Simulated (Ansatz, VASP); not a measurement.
**HfO2 in VASP and in Ansatz**

```
CELL_PARAMETERS angstrom
0.00000 2.52916 2.46593
2.52916 0.00000 2.46593
2.52916 2.52916 0.00000
ATOMIC_POSITIONS crystal
Hf 0.00000 0.00000 0.00000
O 0.25000 0.25000 0.25000
O 0.75000 0.75000 0.75000
```

Change from the starting cell: strain +0.000 along x and y, -0.025 along z, atoms carried along.

Alike in both runs: task single point; functional r2SCAN; k mesh 8 × 8 × 8; occupations gaussian, width 0.05 eV; no spin polarisation.

|  | VASP | Ansatz |
| --- | --- | --- |
| version | VASP 6.6.1 | Ansatz 0.2.0 |
| potentials or method | VASP PAW PBE potentials, release 64 (Hf_pv, O) | scalar-relativistic, plane waves, PAW |
| plane-wave cutoff (eV) | 520 | 500 |
| valence electrons in the cell | 22 | 38 |

VASP gave:

| Quantity | Value |
| --- | --- |
| gap on the k mesh at the Fermi level (eV) | 4.15 |
| least direct gap on the mesh (eV) | 4.18 |
| pressure (GPa) | 3.1 |
| largest component of the traceless stress (GPa) | 8.72 |

What did Ansatz give for the same quantities?

gap on the k mesh at the Fermi level (eV): 4.14; least direct gap on the mesh (eV): 4.16; pressure (GPa): 7.3; largest component of the traceless stress (GPa): 8.56.

One of these differences is far larger than is usual between the two programs; its cause wasn't traced. The two sets of potentials don't hold the same shells in valence.

Caveats: the PAW data sets were made with another functional, which shifts forces and pressure a little (VASP); spin-orbit coupling is left out, which moves the levels of the heavy elements. A k mesh can miss the band edges.
